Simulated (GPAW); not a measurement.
# NaCl (Pm-3m) in GPAW: notebook

The runs below take NaCl through relaxation of cell and atoms, single point, with revPBE+D4, BLYP+D3(BJ), BLYP+D4, PBE.

All numbers are computed with GPAW 26.7.0; they aren't measurements. Logs are shortened: lines on timing, memory, paths and dates and some standing lists are left out, and cuts for length are marked. The log counts tension as positive stress, the text compression.

## (1) Starting point

The structure is cubic, space group Pm-3m (No. 221). The conventional cell has a = 3.502 Å, b = 3.502 Å, c = 3.502 Å, α = 90.00°, β = 90.00°, γ = 90.00°. Around Cl (site symmetry m-3m) lie 8 Na at 3.03 Å. Around Na (site symmetry m-3m) lie 8 Cl at 3.03 Å.

Measurements of this composition are mostly on another form, of space group No. 225.

## (2) Relaxation of cell and atoms, revPBE+D4

run.py reads:

```python
from ase.calculators.mixing import SumCalculator
from ase.filters import FrechetCellFilter
from ase.io import read, write
from ase.optimize import BFGS
from dftd4.ase import DFTD4
from gpaw import GPAW, PW

atoms = read('POSCAR')

calc = GPAW(mode=PW(800),
            xc='revPBE',
            kpts={'size': (8, 8, 8), 'gamma': True},
            occupations={'name': 'fermi-dirac', 'width': 0.05},
            nbands=15,
            convergence={'density': 1e-05, 'forces': 0.0001},
            maxiter=150,
            txt='gpaw.txt')
atoms.calc = SumCalculator([calc, DFTD4(method='revpbe')])
opt = BFGS(FrechetCellFilter(atoms), trajectory='relax.traj', logfile='-')
done = opt.run(fmax=0.01, steps=40)
calc.write('gs.gpw')
write('result.traj', atoms)
print('Converged:', done)
print('Cell:', atoms.cell.cellpar().round(4))
print('Volume:', round(atoms.get_volume(), 4))
print(atoms.get_scaled_positions().round(5))
```

POSCAR reads:

```
NaCl
1.0
    3.5021900000      0.0000000000      0.0000000000
    0.0000000000      3.5021900000      0.0000000000
    0.0000000000      0.0000000000      3.5021900000
Cl Na
1 1
Direct
    0.5000000000      0.5000000000      0.5000000000
    0.0000000000      0.0000000000      0.0000000000
```

Potentials or basis: the program's PAW data sets (release 1.2.1) made for this functional, pw.

On the command line:

```sh
$ OMP_NUM_THREADS=1 python run.py
```

gpaw.txt:

```text
__  _  _
 | _ |_)|_||  |
 |__||  | ||/\| - 26.7.0

Input parameters:
  mode=PW(ecut=800.0),
  convergence={'density': 1e-05, 'forces': 0.0001},
  kpts=MonkhorstPack(size=(8, 8, 8), gamma=True),
  maxiter=150,
  nbands=15,
  occupations=Occupations(name='fermi-dirac', width=0.05),
  xc=XC(name='revPBE')

Diagonalizing LCAO Hamiltonian
Converting LCAO to pw mode
   .--------.
  /|        |
 * |        |
 | |   Cl   |
 | .--------.
 |/        /
 Na-------*

Atoms  # Å, Bohr magnetons
|   | symbol |        x |        y |        z |    initial magnetic moments |
|---|--------|----------|----------|----------|-----------------------------|
| 0 |     Cl | 1.751095 | 1.751095 | 1.751095 | ( 0.0000,  0.0000,  0.0000) |
| 1 |     Na | 0.000000 | 0.000000 | 0.000000 | ( 0.0000,  0.0000,  0.0000) |

Unit cell  # Å
| periodic |        x |        y |        z |  lengths |    angles |
|----------|----------|----------|----------|----------|-----------|
|      yes | 3.502190 | 0.000000 | 0.000000 | 3.502190 | 90.000000 |
|      yes | 0.000000 | 3.502190 | 0.000000 | 3.502190 | 90.000000 |
|      yes | 0.000000 | 0.000000 | 3.502190 | 3.502190 | 90.000000 |

Number of symmetries: 48
Symmetry operations  # r_c * U_cc + t_c -> r_c
|    | kind |            matrix            |
|----|------|------------------------------|
|  0 |  E   |  1, 0, 0,  0, 1, 0,  0, 0, 1 |
|  1 |  σ   |  1, 0, 0,  0, 1, 0,  0, 0,-1 |
|  2 |  σ   |  1, 0, 0,  0, 0, 1,  0, 1, 0 |
|  3 |  C4  |  1, 0, 0,  0, 0, 1,  0,-1, 0 |
|  4 |  C4  |  1, 0, 0,  0, 0,-1,  0, 1, 0 |
|  5 |  σ   |  1, 0, 0,  0, 0,-1,  0,-1, 0 |
|  6 |  σ   |  1, 0, 0,  0,-1, 0,  0, 0, 1 |
|  7 |  C2  |  1, 0, 0,  0,-1, 0,  0, 0,-1 |
|  8 |  σ   |  0, 1, 0,  1, 0, 0,  0, 0, 1 |
|  9 |  C2  |  0, 1, 0,  1, 0, 0,  0, 0,-1 |
| 10 |  C3  |  0, 1, 0,  0, 0, 1,  1, 0, 0 |
| 11 |  S6  |  0, 1, 0,  0, 0, 1, -1, 0, 0 |
| 12 |  S6  |  0, 1, 0,  0, 0,-1,  1, 0, 0 |
| 13 |  C3  |  0, 1, 0,  0, 0,-1, -1, 0, 0 |
| 14 |  C4  |  0, 1, 0, -1, 0, 0,  0, 0, 1 |
| 15 |  S4  |  0, 1, 0, -1, 0, 0,  0, 0,-1 |
| 16 |  C3  |  0, 0, 1,  1, 0, 0,  0, 1, 0 |
| 17 |  S6  |  0, 0, 1,  1, 0, 0,  0,-1, 0 |
| 18 |  σ   |  0, 0, 1,  0, 1, 0,  1, 0, 0 |
| 19 |  C4  |  0, 0, 1,  0, 1, 0, -1, 0, 0 |
| 20 |  C2  |  0, 0, 1,  0,-1, 0,  1, 0, 0 |
| 21 |  S4  |  0, 0, 1,  0,-1, 0, -1, 0, 0 |
| 22 |  S6  |  0, 0, 1, -1, 0, 0,  0, 1, 0 |
| 23 |  C3  |  0, 0, 1, -1, 0, 0,  0,-1, 0 |
| 24 |  S6  |  0, 0,-1,  1, 0, 0,  0, 1, 0 |
| 25 |  C3  |  0, 0,-1,  1, 0, 0,  0,-1, 0 |
| 26 |  C4  |  0, 0,-1,  0, 1, 0,  1, 0, 0 |
| 27 |  σ   |  0, 0,-1,  0, 1, 0, -1, 0, 0 |
| 28 |  S4  |  0, 0,-1,  0,-1, 0,  1, 0, 0 |
| 29 |  C2  |  0, 0,-1,  0,-1, 0, -1, 0, 0 |
| 30 |  C3  |  0, 0,-1, -1, 0, 0,  0, 1, 0 |
| 31 |  S6  |  0, 0,-1, -1, 0, 0,  0,-1, 0 |
| 32 |  C4  |  0,-1, 0,  1, 0, 0,  0, 0, 1 |
| 33 |  S4  |  0,-1, 0,  1, 0, 0,  0, 0,-1 |
[... 182 lines left out ...]
|          0 |       -21.372 |     2.000 |
|          1 |       -21.372 |     2.000 |
|          2 |       -21.372 |     2.000 |
|          3 |       -12.622 |     2.000 |
|          4 |         0.264 |     2.000 |
|          5 |         0.264 |     2.000 |
|          6 |         0.264 |     2.000 |
|          7 |         4.994 |     0.000 |
|          8 |         9.433 |     0.000 |
|          9 |         9.433 |     0.000 |
|         10 |        16.346 |     0.000 |
|         11 |        16.346 |     0.000 |
|         12 |        16.769 |     0.000 |
|         13 |        16.769 |     0.000 |
|         14 |        16.769 |     0.000 |

Gap: 4.249 eV
Transition (v -> c):
  (s=0, k=30, n=6, [0.50, 0.50, 0.00]) -> (s=0, k=0, n=7, [0.00, 0.00, 0.00])
Direct/indirect transitions are different
Direct gap: 4.731 eV
Transition at: (s=0, k=0, n=6, [0.00, 0.00, 0.00])

Stress tensor  # eV/Ang^3
|         x |         y |         z |
|-----------|-----------|-----------|
| -0.010593 |  0.000000 |  0.000000 |
|  0.000000 | -0.010593 |  0.000000 |
|  0.000000 |  0.000000 | -0.010593 |

Forces  # eV/Ang
|       x |       y |       z |
|---------|---------|---------|
| 0.00000 | 0.00000 | 0.00000 |  # Cl   0
| 0.00000 | 0.00000 | 0.00000 |  # Na   1

Interpolating wave functions to new cell

             Cl

       Na

Atoms  # Å, Bohr magnetons
|   | symbol |         x |         y |         z |    initial magnetic moments |
|---|--------|-----------|-----------|-----------|-----------------------------|
| 0 |     Cl |  1.751371 |  1.751371 |  1.751371 | ( 0.0000,  0.0000,  0.0000) |
| 1 |     Na | -0.000000 | -0.000000 | -0.000000 | ( 0.0000,  0.0000,  0.0000) |

Unit cell  # Å
| periodic |         x |        y |         z |  lengths |    angles |
|----------|-----------|----------|-----------|----------|-----------|
|      yes |  3.502743 | 0.000000 | -0.000000 | 3.502743 | 90.000000 |
|      yes |  0.000000 | 3.502743 |  0.000000 | 3.502743 | 90.000000 |
|      yes | -0.000000 | 0.000000 |  3.502743 | 3.502743 | 90.000000 |

Number of symmetries: 48
Symmetry operations  # r_c * U_cc + t_c -> r_c
|    | kind |            matrix            |
|----|------|------------------------------|
|  0 |  E   |  1, 0, 0,  0, 1, 0,  0, 0, 1 |
|  1 |  σ   |  1, 0, 0,  0, 1, 0,  0, 0,-1 |
|  2 |  σ   |  1, 0, 0,  0, 0, 1,  0, 1, 0 |
|  3 |  C4  |  1, 0, 0,  0, 0, 1,  0,-1, 0 |
|  4 |  C4  |  1, 0, 0,  0, 0,-1,  0, 1, 0 |
|  5 |  σ   |  1, 0, 0,  0, 0,-1,  0,-1, 0 |
|  6 |  σ   |  1, 0, 0,  0,-1, 0,  0, 0, 1 |
|  7 |  C2  |  1, 0, 0,  0,-1, 0,  0, 0,-1 |
|  8 |  σ   |  0, 1, 0,  1, 0, 0,  0, 0, 1 |
|  9 |  C2  |  0, 1, 0,  1, 0, 0,  0, 0,-1 |
| 10 |  C3  |  0, 1, 0,  0, 0, 1,  1, 0, 0 |
| 11 |  S6  |  0, 1, 0,  0, 0, 1, -1, 0, 0 |
| 12 |  S6  |  0, 1, 0,  0, 0,-1,  1, 0, 0 |
| 13 |  C3  |  0, 1, 0,  0, 0,-1, -1, 0, 0 |
| 14 |  C4  |  0, 1, 0, -1, 0, 0,  0, 0, 1 |
| 15 |  S4  |  0, 1, 0, -1, 0, 0,  0, 0,-1 |
| 16 |  C3  |  0, 0, 1,  1, 0, 0,  0, 1, 0 |
| 17 |  S6  |  0, 0, 1,  1, 0, 0,  0,-1, 0 |
| 18 |  σ   |  0, 0, 1,  0, 1, 0,  1, 0, 0 |
| 19 |  C4  |  0, 0, 1,  0, 1, 0, -1, 0, 0 |
| 20 |  C2  |  0, 0, 1,  0,-1, 0,  1, 0, 0 |
| 21 |  S4  |  0, 0, 1,  0,-1, 0, -1, 0, 0 |
| 22 |  S6  |  0, 0, 1, -1, 0, 0,  0, 1, 0 |
| 23 |  C3  |  0, 0, 1, -1, 0, 0,  0,-1, 0 |
| 24 |  S6  |  0, 0,-1,  1, 0, 0,  0, 1, 0 |
| 25 |  C3  |  0, 0,-1,  1, 0, 0,  0,-1, 0 |
| 26 |  C4  |  0, 0,-1,  0, 1, 0,  1, 0, 0 |
| 27 |  σ   |  0, 0,-1,  0, 1, 0, -1, 0, 0 |
| 28 |  S4  |  0, 0,-1,  0,-1, 0,  1, 0, 0 |
| 29 |  C2  |  0, 0,-1,  0,-1, 0, -1, 0, 0 |
| 30 |  C3  |  0, 0,-1, -1, 0, 0,  0, 1, 0 |
| 31 |  S6  |  0, 0,-1, -1, 0, 0,  0,-1, 0 |
| 32 |  C4  |  0,-1, 0,  1, 0, 0,  0, 0, 1 |
| 33 |  S4  |  0,-1, 0,  1, 0, 0,  0, 0,-1 |
[... 129 lines left out ...]
occupation numbers:
  Fermi-Dirac:
    width: 0.0500  # eV

poisson solver:
  ecut: 6400.0  # eV

xc functional:
  name: revPBE with 2 nearest neighbor stencil

convergence criteria:
- Maximum integral of absolute [dens]ity change: 1e-05 electrons / valence electron
- Maximum change in the atomic [forces] across last 2 cycles: 0.0001 eV/Ang OR
Maximum error relative to the maximum force is below inf
- Maximum [total energy] change in last 3 cyles: 0.0005 eV / valence electron
- Maximum integral of absolute [eigenst]ate change: 4e-08 eV^2 / valence electron
maximum number of iterations: 150

SCF iterations
|iter     | |      energy | eigst |  dens |force |
|---------|-|-------------|-------|-------|------|
|iter:   1| |   -6.115081 | -5.20 |       |      |
|iter:   2| |   -6.115079 | -7.60c| -3.47 |      |
|iter:   3| |   -6.115070c| -6.28 | -3.51 |      |
|iter:   4| |   -6.115070c| -7.89c| -4.49 |      |
|iter:   5| |   -6.115070c| -7.94c| -4.80 |      |
|iter:   6| |   -6.115070c| -8.50c| -5.80c|      |
|iter:   7| |   -6.115070c| -9.17c| -6.30c|-23.97c|

Converged in 7 steps
Energy contributions relative to reference atoms: (reference = -16978.545948)

Energy contributions:
  Kinetic:           8.121305
  Coulomb:          -7.799684
  Zero:              0.044916
  External:          0.000000
  Xc:               -6.481606
  Entropy:          -0.000000
  Spinorbit:         0.000000
  ----------------------------
  Free energy:      -6.115070
  Extrapolated:     -6.115070

dipole moment: (-3.252092, -3.252092, -3.252092)  # |e|*Ang

Fermi level: 2.862
Eigenvalues  # (at kpt = [0.000, 0.000, 0.000])
| band index |      eig [eV] | occ [0-2] |
|------------|---------------|-----------|
|          0 |       -21.376 |     2.000 |
|          1 |       -21.376 |     2.000 |
|          2 |       -21.376 |     2.000 |
|          3 |       -12.624 |     2.000 |
|          4 |         0.261 |     2.000 |
|          5 |         0.261 |     2.000 |
|          6 |         0.261 |     2.000 |
|          7 |         4.989 |     0.000 |
|          8 |         9.430 |     0.000 |
|          9 |         9.430 |     0.000 |
|         10 |        16.342 |     0.000 |
|         11 |        16.342 |     0.000 |
|         12 |        16.342 |     0.000 |
|         13 |        16.762 |     0.000 |
|         14 |        16.762 |     0.000 |

Gap: 4.248 eV
Transition (v -> c):
  (s=0, k=30, n=6, [0.50, 0.50, 0.00]) -> (s=0, k=0, n=7, [0.00, 0.00, 0.00])
Direct/indirect transitions are different
Direct gap: 4.729 eV
Transition at: (s=0, k=0, n=6, [0.00, 0.00, 0.00])

Stress tensor  # eV/Ang^3
|         x |         y |         z |
|-----------|-----------|-----------|
| -0.010509 |  0.000000 |  0.000000 |
|  0.000000 | -0.010509 |  0.000000 |
|  0.000000 |  0.000000 | -0.010509 |

Forces  # eV/Ang
|        x |       y |       z |
|----------|---------|---------|
| -0.00000 | 0.00000 | 0.00000 |  # Cl   0
| -0.00000 | 0.00000 | 0.00000 |  # Na   1

Interpolating wave functions to new cell

             Cl

       Na

Atoms  # Å, Bohr magnetons
|   | symbol |         x |         y |         z |    initial magnetic moments |
|---|--------|-----------|-----------|-----------|-----------------------------|
| 0 |     Cl |  1.754943 |  1.754943 |  1.754943 | ( 0.0000,  0.0000,  0.0000) |
| 1 |     Na | -0.000000 | -0.000000 | -0.000000 | ( 0.0000,  0.0000,  0.0000) |

Unit cell  # Å
| periodic |         x |         y |         z |  lengths |    angles |
|----------|-----------|-----------|-----------|----------|-----------|
|      yes |  3.509886 | -0.000000 | -0.000000 | 3.509886 | 90.000000 |
|      yes | -0.000000 |  3.509886 | -0.000000 | 3.509886 | 90.000000 |
|      yes | -0.000000 | -0.000000 |  3.509886 | 3.509886 | 90.000000 |

Number of symmetries: 48
Symmetry operations  # r_c * U_cc + t_c -> r_c
|    | kind |            matrix            |
|----|------|------------------------------|
|  0 |  E   |  1, 0, 0,  0, 1, 0,  0, 0, 1 |
|  1 |  σ   |  1, 0, 0,  0, 1, 0,  0, 0,-1 |
|  2 |  σ   |  1, 0, 0,  0, 0, 1,  0, 1, 0 |
|  3 |  C4  |  1, 0, 0,  0, 0, 1,  0,-1, 0 |
|  4 |  C4  |  1, 0, 0,  0, 0,-1,  0, 1, 0 |
|  5 |  σ   |  1, 0, 0,  0, 0,-1,  0,-1, 0 |
|  6 |  σ   |  1, 0, 0,  0,-1, 0,  0, 0, 1 |
|  7 |  C2  |  1, 0, 0,  0,-1, 0,  0, 0,-1 |
|  8 |  σ   |  0, 1, 0,  1, 0, 0,  0, 0, 1 |
|  9 |  C2  |  0, 1, 0,  1, 0, 0,  0, 0,-1 |
| 10 |  C3  |  0, 1, 0,  0, 0, 1,  1, 0, 0 |
| 11 |  S6  |  0, 1, 0,  0, 0, 1, -1, 0, 0 |
| 12 |  S6  |  0, 1, 0,  0, 0,-1,  1, 0, 0 |
| 13 |  C3  |  0, 1, 0,  0, 0,-1, -1, 0, 0 |
| 14 |  C4  |  0, 1, 0, -1, 0, 0,  0, 0, 1 |
| 15 |  S4  |  0, 1, 0, -1, 0, 0,  0, 0,-1 |
| 16 |  C3  |  0, 0, 1,  1, 0, 0,  0, 1, 0 |
| 17 |  S6  |  0, 0, 1,  1, 0, 0,  0,-1, 0 |
| 18 |  σ   |  0, 0, 1,  0, 1, 0,  1, 0, 0 |
| 19 |  C4  |  0, 0, 1,  0, 1, 0, -1, 0, 0 |
| 20 |  C2  |  0, 0, 1,  0,-1, 0,  1, 0, 0 |
| 21 |  S4  |  0, 0, 1,  0,-1, 0, -1, 0, 0 |
| 22 |  S6  |  0, 0, 1, -1, 0, 0,  0, 1, 0 |
| 23 |  C3  |  0, 0, 1, -1, 0, 0,  0,-1, 0 |
| 24 |  S6  |  0, 0,-1,  1, 0, 0,  0, 1, 0 |
| 25 |  C3  |  0, 0,-1,  1, 0, 0,  0,-1, 0 |
| 26 |  C4  |  0, 0,-1,  0, 1, 0,  1, 0, 0 |
| 27 |  σ   |  0, 0,-1,  0, 1, 0, -1, 0, 0 |
| 28 |  S4  |  0, 0,-1,  0,-1, 0,  1, 0, 0 |
| 29 |  C2  |  0, 0,-1,  0,-1, 0, -1, 0, 0 |
| 30 |  C3  |  0, 0,-1, -1, 0, 0,  0, 1, 0 |
| 31 |  S6  |  0, 0,-1, -1, 0, 0,  0,-1, 0 |
| 32 |  C4  |  0,-1, 0,  1, 0, 0,  0, 0, 1 |
| 33 |  S4  |  0,-1, 0,  1, 0, 0,  0, 0,-1 |
[... 180 lines left out ...]
|          0 |       -21.427 |     2.000 |
|          1 |       -21.427 |     2.000 |
|          2 |       -21.427 |     2.000 |
|          3 |       -12.646 |     2.000 |
|          4 |         0.223 |     2.000 |
|          5 |         0.223 |     2.000 |
|          6 |         0.223 |     2.000 |
|          7 |         4.927 |     0.000 |
|          8 |         9.394 |     0.000 |
|          9 |         9.394 |     0.000 |
|         10 |        16.280 |     0.000 |
|         11 |        16.280 |     0.000 |
|         12 |        16.280 |     0.000 |
|         13 |        16.660 |     0.000 |
|         14 |        16.660 |     0.000 |

Gap: 4.228 eV
Transition (v -> c):
  (s=0, k=30, n=6, [0.50, 0.50, 0.00]) -> (s=0, k=0, n=7, [0.00, 0.00, 0.00])
Direct/indirect transitions are different
Direct gap: 4.704 eV
Transition at: (s=0, k=0, n=6, [0.00, 0.00, 0.00])

Stress tensor  # eV/Ang^3
|         x |         y |         z |
|-----------|-----------|-----------|
| -0.009435 |  0.000000 |  0.000000 |
|  0.000000 | -0.009435 | -0.000000 |
|  0.000000 | -0.000000 | -0.009435 |

Forces  # eV/Ang
|       x |        y |        z |
|---------|----------|----------|
| 0.00000 |  0.00000 | -0.00000 |  # Cl   0
| 0.00000 | -0.00000 | -0.00000 |  # Na   1

# Writing to gs.gpw (mode='')
```

Run time: 48 s. Hardware: 1 thread of Arm Neoverse V1, shared host; peak memory 0.23 GiB.

What came out:

* Free energy: -6.4807 eV
* Relaxed volume: 21.62 Å³/atom
* Relaxed cell: a = 3.510 Å, b = 3.510 Å, c = 3.510 Å, α = 90.00°, β = 90.00°, γ = 90.00°
* Space group after relaxing (to 0.05 Å): Pm-3m (No. 221)
* Energy gained by relaxing: 0.1 meV/atom
* Ionic steps: 3
* Pressure after relaxing: 0.0 GPa
* Band gap on the k mesh: 4.23 eV, indirect (least direct gap 4.70 eV)
* Dispersion energy per atom: -0.181 eV

Step by step:
```
step  energy change (eV)  largest force (eV/Å)  pressure (GPa)  volume (Å³)
   1              0.0000                0.0000            0.16        42.96
   2              0.0000                0.0000            0.15        42.98
   3             -0.0002                0.0000            0.00        43.24
```

Final structure:
```xyz
2
Lattice="3.5099 0.0000 0.0000 0.0000 3.5099 0.0000 0.0000 0.0000 3.5099" Properties=species:S:1:pos:R:3 pbc="T T T"
Cl    1.7549    1.7549    1.7549
Na    0.0000    0.0000    0.0000
```

Caveat: later steps reuse the first step's grids. A k mesh can miss the band edges.

(Continued in part 2 of 3.)
